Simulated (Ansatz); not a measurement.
C on a Si site in Si, calculated

Computed with the plane-wave PAW code Ansatz (scalar-relativistic, PAW set soft_2): PBE, no spin polarisation, 420 eV cutoff, k-mesh 2×2×2.

The relaxed host crystal (Kohn–Sham gap 0.61 eV):

```xyz
2
Lattice="0.0000 2.7350 2.7350 2.7350 0.0000 2.7350 2.7350 2.7350 0.0000" Properties=species:S:1:pos:R:3 pbc="T T T"
Si    1.3675    1.3675    1.3675
Si    0.0000    0.0000    0.0000
```

Supercell of 54 atoms, rows of the matrix [[0,-3,3],[0,0,3],[-3,0,3]] times the cell vectors; C on a Si site at (0.250, 0.250, 0.250) in fractions of the cell above. Atoms are relaxed at the host's cell.

Problem. How does the lattice relax around the defect, and where do the electrons go?

Solution. Distances from the C atom (Å), by shell of the perfect crystal:

```
shell  perfect crystal  relaxed, charge 0
 4 Si             2.37               2.06
12 Si             3.87               3.80
12 Si             4.54               4.53
```

```csv
charge,gap of the cell on the mesh (eV),carriers
0,0.31,none in the bands
```

On this mesh the host's own supercell has a gap of 0.75 eV.

Formation energy of the neutral defect: 1.82 eV, taking atoms from and to the elements' standard states (no corrections for gases), so it belongs to those chemical potentials alone.

Relaxed cell at charge 0:

```
Si C_Si charge 0
1.0
     0.0000    8.2051   -8.2051
     8.2051    8.2051    0.0000
     8.2051    0.0000   -8.2051
C Si
1 53
Direct
  0.5833 0.2500 0.5833
  0.5832 0.5775 0.5832
  0.5832 0.9228 0.5832
  0.2561 0.2499 0.5832
  0.2561 0.5775 0.5832
  0.2500 0.9166 0.5835
  0.9108 0.2499 0.5832
  0.9166 0.5833 0.5834
  0.9108 0.9228 0.5832
  0.5832 0.2499 0.2561
  0.5832 0.5775 0.2561
  0.5835 0.9166 0.2500
  0.2500 0.2501 0.2500
  0.2503 0.5831 0.2503
  0.2500 0.9166 0.2500
  0.9108 0.2499 0.2561
  0.9164 0.5831 0.2503
  0.9164 0.9169 0.2503
  0.5832 0.2499 0.9108
  0.5834 0.5833 0.9166
  0.5832 0.9228 0.9108
  0.2561 0.2499 0.9108
  0.2503 0.5831 0.9164
  0.2503 0.9169 0.9164
  0.9166 0.2501 0.9166
  0.9166 0.5833 0.9166
  0.9164 0.9169 0.9164
  0.6557 0.3223 0.6557
  0.6666 0.6667 0.6666
  0.6557 0.0330 0.6557
  0.3664 0.3223 0.6557
  0.3336 0.6666 0.6662
  0.3336 0.0003 0.6662
  0.0000 0.3333 0.6666
  0.0000 0.6667 0.6666
  0.9999 0.0003 0.6662
  0.6557 0.3223 0.3664
  0.6662 0.6666 0.3336
  0.6662 0.0003 0.3336
  0.3336 0.3329 0.3336
  0.3336 0.6666 0.3336
  0.3333 0.0000 0.3333
  0.9999 0.3329 0.3336
  0.0001 0.6667 0.3332
  0.9999 0.0003 0.3336
  0.6666 0.3333 0.0000
  0.6666 0.6667 0.0000
  0.6662 0.0003 0.9999
  0.3336 0.3329 0.9999
  0.3332 0.6667 0.0001
  0.3336 0.0003 0.9999
  0.0000 0.3333 0.0000
  0.0001 0.6667 0.0001
  0.0001 0.9998 0.0001
```

Caveats: semilocal functionals make gaps too small, which shifts levels too; small supercell, so energies and levels can be off by tenths of an eV; the atoms kept the symmetry of the start, so a distorted state could lie lower.

Carbon draws its four silicon neighbours inward, from 2.37 to 2.06 Å, because its compact 2s and 2p orbitals favour a shorter bond than silicon's. The surrounding lattice resists, so the Si–C bonds remain stretched compared with those in silicon carbide. The displacement fades quickly, with the third shell almost unmoved.

Carbon is isovalent with silicon and supplies the four electrons needed for its bonds, which fits the absence of carriers in the bands. The gap nevertheless falls from 0.75 to 0.31 eV on the same mesh. This probably reflects band edges perturbed by local strain and carbon's different potential in a dense periodic array, and isn't by itself evidence of a deep level; isolated substitutional carbon is known to be electrically inactive.

The positive formation energy is consistent with the elastic cost of the size mismatch. It doesn't set the solubility limit, since silicon carbide is more stable than its elements and equilibrium with it would make incorporation costlier.
